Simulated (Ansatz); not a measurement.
A surface is cut from this relaxed crystal of InP:

```xyz
2
Lattice="0.0000 2.7702 2.7702 2.7702 0.0000 2.7702 2.7702 2.7702 0.0000" Properties=species:S:1:pos:R:3 pbc="T T T"
In    0.0000    0.0000    0.0000
P     2.7702    2.7702    2.7702
```

Miller indices refer to the conventional cell of Fm-3m (No. 225), a = 5.540 Å, b = 5.540 Å, c = 5.540 Å, α = 90.00°, β = 90.00°, γ = 90.00°.

Consider the (110) slab of 6 planes, 9.8 Å thick with 15 Å of vacuum as cut; outer planes InP (top) and InP (bottom), all atoms relaxed.

Method: Ansatz, DFT PBE, scalar-relativistic, plane waves, PAW. Plane waves to 420 eV, a k mesh through Γ of 9×6×1 on the computed 12-atom cell and Gaussian smearing (0.10 eV); no spin polarisation. The cell repeats along c with a dipole correction in the vacuum.

The work function read from the bulk's Fermi level differs by 0.39 eV, so the slab's middle doesn't match the bulk reference (too thin, or relaxed to another structure or magnetic state).

Q: Estimate the surface energy (mean of both faces).

A: 0.56 J/m².

Q: Give the work function.

A: 4.75 eV.

Q: The top two planes lie 1.959 Å apart in the bulk. How does relaxation change this?

A: The spacing becomes 1.794 Å (-8.4 %), and the top plane rumples by 0.172 Å.

The reference crystal is the rock-salt form of InP, which isn't its usual structure.